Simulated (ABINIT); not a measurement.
Write the native input for ABINIT 10.8.3 (patched build) that does the following.

- Task: band structure
- Functional: SOGGA
- Potentials or basis: JTH PAW PBE v2.0
- Cutoff: 435 eV
- k mesh: 12 × 12 × 12
- Occupations: fermi-dirac, width 0.05 eV
- Spin: spin-orbit coupling, no magnetisation
- Fine-grid cutoff: 870.764 eV
- Exchange and correlation inside the PAW spheres: full angular mesh (pawxcdev 0, this build's default; the released program takes 1)

Crystal: Ir.

```
Ir
1.0
     0.00000    1.91560    1.91560
     1.91560    0.00000    1.91560
     1.91560    1.91560    0.00000
Ir
1
Cartesian
  0.0000 0.0000 0.0000
```

These files were run (other wordings do the same):

run.abi

```
# Datasets: ground state, then fixed potential
ndtset 2

# Pseudopotentials
pp_dirpath "./"
pseudos "Ir.GGA_PBE-JTH.xml"

# Structure
acell 3*1.0
rprim
     0.0000000000     3.6199593643     3.6199593643
     3.6199593643     0.0000000000     3.6199593643
     3.6199593643     3.6199593643     0.0000000000
ntypat 1
znucl 77
natom 1
typat 1
xcart
     0.0000000000     0.0000000000     0.0000000000

# Plane-wave basis
ecut 16.0
pawecutdg 32.0

# Exchange and correlation
ixc -150130

# Bands and occupations
occopt 3
tsmear 0.00183747

# Spin
nspinor 2
nspden 1
pawspnorb 1

# SCF cycle
nstep 100

# Output
iomode 3
prtwf 0
prteig 0
prtebands 0
prtden1 1

# Dataset 1
kptopt1 4
ngkpt1 12 12 12
nshiftk1 1
shiftk1 0.0 0.0 0.0
nband1 24
tolvrs1 1.0e-9

# Dataset 2: bands along G-X-W-K-G-L-U-W-L-K
iscf2 -2
getden2 1
nband2 36
nbdbuf2 8
tolwfr2 1.0e-11
kptopt2 -9
ndivsm2 6
prteig2 1
prtvol2 -3
kptbounds2
     0.0000000000     0.0000000000     0.0000000000
     0.5000000000     0.0000000000     0.5000000000
     0.5000000000     0.2500000000     0.7500000000
     0.3750000000     0.3750000000     0.7500000000
     0.0000000000     0.0000000000     0.0000000000
     0.5000000000     0.5000000000     0.5000000000
     0.6250000000     0.2500000000     0.6250000000
     0.5000000000     0.2500000000     0.7500000000
     0.5000000000     0.5000000000     0.5000000000
     0.3750000000     0.3750000000     0.7500000000
```

Potentials or basis: JTH PAW PBE v2.0.

Launch:

```bash
$ abinit run.abi > log 2>&1
```

Results of the run:

* Pressure: -1.8 GPa
* Band gap on the k mesh: none (metal or under the smearing width)
* Valence electrons inside the program's atomic spheres: Ir 13.61 (radii [1.3286] Å)

Caveat: the PAW data sets were made with another functional, which shifts forces and pressure a little.

Wall time 95 s on 1 thread of Intel(R) Xeon(R) Platinum 8488C (Sapphire Rapids) (shared host), peak memory 0.12 GiB.
